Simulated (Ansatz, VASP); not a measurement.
# CdSe: VASP beside Ansatz

```
Cd Se
1.0
     0.00000    3.07027    3.03957
     3.07027    0.00000    3.03957
     3.07027    3.07027    0.00000
Cd Se
1 1
Direct
  0.00000 0.00000 0.00000
  0.25000 0.25000 0.25000
```

Change from the starting cell: zz strain of -1 %, PAW files.

Alike in both runs: task electric field gradients; functional LDA; k mesh 8 × 8 × 8; occupations fermi-dirac, width 0.03 eV; no spin polarisation.

|  | VASP | Ansatz |
| --- | --- | --- |
| version | VASP 6.6.1 | Ansatz 0.2.0 |
| potentials or method | VASP PAW LDA potentials, release 64 (Cd, Se) | PAW with Ansatz's default frozen-core files, scalar-relativistic |
| plane-wave cutoff (eV) | 520 | 420 |
| valence electrons in the cell | 18 | 36 |

Ansatz gave:

```
pressure (GPa)                                                 : -2.8
largest component of the traceless stress (GPa)                : 0.14
Vzz of the field gradient on the site that differs most (V/Å²) : -4.1
```

**Question.** Which values does VASP return?

**Answer.** Pressure (GPa): -2.4; largest component of the traceless stress (GPa): 0.14; Vzz of the field gradient on the site that differs most (V/Å²): -3.9.

The two sets of potentials don't hold the same shells in valence. Ansatz warned: «gradients_without_spin_orbit».
